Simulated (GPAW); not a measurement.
Crystal: Ti.

```
Ti
1.0
     2.95000    0.00000    0.00000
    -1.47500    2.55477    0.00000
     0.00000    0.00000    4.68000
Ti
2
Direct
  0.66667 0.33333 0.75000
  0.33333 0.66667 0.25000
```

Base run:

| Item | Value |
| --- | --- |
| Program | GPAW 26.7.0 |
| Functional | PBE |
| Potentials or basis | PAW data sets generated in the run's folder for this functional |
| Cutoff | 600 eV |
| Basis | pw |
| k mesh | 7 × 7 × 4 |
| Occupations | fermi-dirac, width 0.05 eV |
| Spin | no spin polarisation |

Its results: pressure -2.0 GPa.

Question: The run is repeated on the same cell with these changes: functional from PBE to OLYP; band points from 80 to 100. What comes out?

Answer: Pressure -1.5 GPa.
